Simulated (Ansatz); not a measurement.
Ansatz input

```yaml
crystal:
  lattice:
    - [3.4573261821, 0.0, 0.0]
    - [-1.728663091, 2.9941323029, 0.0]
    - [0.0, 0.0, 5.6111385739]
  atoms:
    - { symbol: In, position: [0.3333333333, 0.6666666667, 0.25] }
    - { symbol: In, position: [0.6666666667, 0.3333333333, 0.75] }
hamiltonian:
  xc: rpbe
  pseudopotentials:
    kind: paw
    azcp:
      In: "pseudopotentials/In.paw.azcp"
basis:
  ecutwfc: 420
  fft_grid_basis: typed
kpoints:
  mp_grid: { grid: [12, 12, 7], shift: [0, 0, 0] }
magnetization:
  spin_polarized: false
scf:
  occupations: { method: fermi_dirac, width: 0.1 }
  lower_state_search: "off"
output:
  stress: true
  write_density: true
  write_potential: true
  elf: true
  volumetric_format: npy
```

Terminal output

```
Engine: ansatz 0.2.0, aarch64-unknown-linux-gnu
Pseudopotentials: kind: paw
Pseudopotential: In, paw, valence charge 13, recommended cutoff 420 eV (normal) 
Functional definition: RPBE
  parameter kappa = 0.804
  parameter beta = 0.06672455060314922
  exchange = rpbe_x(kappa = kappa, mu = beta*pi^2/3)
  correlation = pbe_c(beta = beta)
Crystal: 2 atoms, lattice volume = 58.085 Å³
Basis set: ecut = 420 eV, 1105 PW (Γ)
Bands: 17, of which v1, the nominal top of the filled ones, is band 13 counted from 1 (12 counted from 0)
Symmetry: 24 space group operations
Space group: P63/mmc (ITA 194), of the structure as read, at distance tolerance 3.9e-5 Å
k-points: 76 of 1008
Non-local potential: In, projectors of the file, l = 0: 2, l = 1: 2, l = 2: 2, l = 3: 2
PAW form: soft (Blöchl's): semilocal exchange-correlation on the pseudo side does not see the compensation charge
PAW frozen core: In, regenerated for the run's functional, and the local potential with it (the file was generated under x = pbe(κ = 0.804, μ = 0.2195149727645171), c = pbe(β = 0.06672455060314922))
PAW one-centre angular grid: In, 590 points (default); XC on 64 Gauss nodes
Initial density: superposition of atomic densities (neutral atoms: chi_scale 0, normalization atom), corrected by the library's trained network
Initial wavefunctions: pseudopotential atomic-orbital guess
Functional: x = rpbe, c = pbe(β = 0.06672455060314922)
SCF iter   1: F=—  HF=-11212.551742 eV  |F-HF|=—  |Δ(HF+E_count)|=         —  Δρ=3.70e-3  dr2=4.25e-3  ethr=1.77e-3  ⟨swp⟩=5.7  Hψ=6375  notcnv=0
SCF iter   2: F=—  HF=-11212.549814 eV  |F-HF|=—  |Δ(HF+E_count)|=   1.93e-3  Δρ=1.36e-3  dr2=6.24e-4  ethr=1.64e-5  ⟨swp⟩=2.0  Hψ=2682  notcnv=0
SCF iter   3: F=—  HF=-11212.549931 eV  |F-HF|=—  |Δ(HF+E_count)|=   1.18e-4  Δρ=5.34e-4  dr2=1.18e-4  ethr=2.40e-6  ⟨swp⟩=1.2  Hψ=1359  notcnv=0
SCF iter   4: F=—  HF=-11212.549988 eV  |F-HF|=—  |Δ(HF+E_count)|=   5.68e-5  Δρ=1.16e-4  dr2=9.76e-6  ethr=4.55e-7  ⟨swp⟩=2.7  Hψ=2090  notcnv=0
SCF iter   5: F=—  HF=-11212.549992 eV  |F-HF|=—  |Δ(HF+E_count)|=   4.40e-6  Δρ=1.13e-5  dr2=9.64e-8  ethr=3.76e-8  ⟨swp⟩=2.1  Hψ=2273  notcnv=0
SCF iter   6: F=-11212.549992 eV  HF=-11212.549992 eV  |F-HF|=2.16e-9  |Δ(HF+E_count)|=   9.72e-8  Δρ=3.62e-6  dr2=8.04e-9  ethr=3.71e-10  ⟨swp⟩=6.1  Hψ=8245  notcnv=0
SCF 1 converged in 6 iterations: F = -11212.549992 eV  dr2 = 8.04e-9
SCF converged after 6 iterations
Free energy (F): -11212.549992 eV
Harris-Foulkes:  -11212.549992 eV  (|F-HF|=2.16e-9)
Internal energy: -11212.518926 eV  (E = F + TS)
E sigma→0 (E₀):  -11212.534459 eV
Entropy (-TS):   -0.031066 eV (-15.533 meV/atom)
Fermi energy:    9.024443 eV
--- Per-component energies (eV) ---
  E_band       = -77.914715
  E_kinetic    = 480.207794
  E_local      = -2276.335494  (includes V_loc(G=0)·N_el)
  E_nonlocal   = 731.464381
  E_hartree    = 890.775952
  E_xc         = -431.919440
  E_vxc        = -197.565342  (∫ρ·V_xc dr)
  E_paw        = -8320.300837  (= ΣΔE_a)
  E_vpaw       = -597.236584  (= ΣTr[D̂ρ^β])
  E_aug_tail   = 0.000052  (compensation charges beyond the density's cutoff)
  E_ewald      = -2286.546047
  E_core_change = 0.134712  (= ΣΔE_core)
  E_smearing   = -0.031066  (= −TS)
  E_closure    = -0.000000  (closes the sum)
  Σ components = -11212.549992   (vs F -11212.549992, Δ=0.00e0)
--- Stress (GPa, compression-positive) ---
        0.187457       0.000000       0.000000
       -0.000000       0.187457       0.000000
        0.000000       0.000000      -0.413380
  P = ⅓ Tr σ = -0.0128 GPa (-0.128 kbar)
--- Band table (eV; the first three rows and the last of 76) ---
  k-point 0: bands = ["-5.6385", "-5.5991", "-5.5808", "-5.5808", "-5.5597", "-5.5597", "-5.5210", "-5.5210", "-5.3712", "-5.3712", "0.1551", "4.8251", "6.0685", "16.6034", "16.6034", "18.3225", "18.3225"]
  k-point 1: bands = ["-5.6355", "-5.5998", "-5.5884", "-5.5884", "-5.5643", "-5.5643", "-5.5050", "-5.5050", "-5.3751", "-5.3751", "0.2588", "3.9190", "7.1820", "16.6924", "16.6924", "17.5888", "18.2764"]
  k-point 2: bands = ["-5.6275", "-5.6024", "-5.5970", "-5.5970", "-5.5758", "-5.5758", "-5.4727", "-5.4727", "-5.3874", "-5.3874", "0.5717", "2.7881", "8.9323", "15.3300", "16.9483", "16.9483", "18.1006"]
  k-point 75: bands = ["-5.6342", "-5.6342", "-5.5725", "-5.5087", "-5.4855", "-5.4855", "-5.4773", "-5.4713", "-5.3658", "-5.3658", "6.3547", "6.3547", "7.9509", "7.9509", "8.4104", "9.1277", "15.7575"]
```
